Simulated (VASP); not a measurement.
Set up this calculation in VASP 6.6.1, as the native input.

```
Task                   : single point
Functional             : PBEsol
Potentials or basis    : VASP PAW PBE potentials, release 64 (Cd, S)
Cutoff                 : 520 eV
k mesh                 : 6 × 6 × 6
Occupations            : gaussian, width 0.1 eV
Spin                   : no spin polarisation
Dipole correction      : no
Further INCAR settings : ALGO = Normal; EDIFF = 1e-07; NBANDS = 16
```

The structure of CdS lies in POSCAR:

```
CdS
1.0
    0.0000000000      2.7532440000      2.7532440000
    2.7532440000      0.0000000000      2.7532440000
    2.7532440000      2.7532440000      0.0000000000
Cd S
1 1
Direct
    0.0000000000      0.0000000000      0.0000000000
    0.5000000000      0.5000000000      0.5000000000
```

Measurements of this composition are mostly on another form, of space group No. 186.

One way to write it, as run:

INCAR

```
SYSTEM = CdS
PREC = Accurate
ENCUT = 520
EDIFF = 1E-7
ISMEAR = 0
SIGMA = 0.1
LREAL = .FALSE.
LASPH = .TRUE.
NELM = 60
ALGO = Normal
ISIF = 2
LWAVE = .FALSE.
LCHARG = .FALSE.
GGA = PS
NBANDS = 16
```

KPOINTS

```
Automatic mesh
0
G
  6 6 6
  0 0 0
```

Potentials or basis: VASP PAW PBE potentials, release 64 (Cd, S).

The run is started by

```console
$ cat potpaw_PBE.64/Cd/POTCAR potpaw_PBE.64/S/POTCAR > POTCAR
$ mpirun -np 1 vasp_std > vasp.out
```

It gave:

```
Pressure               : -3.9 GPa
Band gap on the k mesh : 0.13 eV, indirect (least direct gap 1.42 eV)
```

Caveat: the PAW data sets were made with another functional, which shifts forces and pressure a little.

Run time: 16 s on 1 thread of AMD EPYC 7R43 64-Core Processor (Zen 3), on a shared host, peak memory 0.13 GiB.
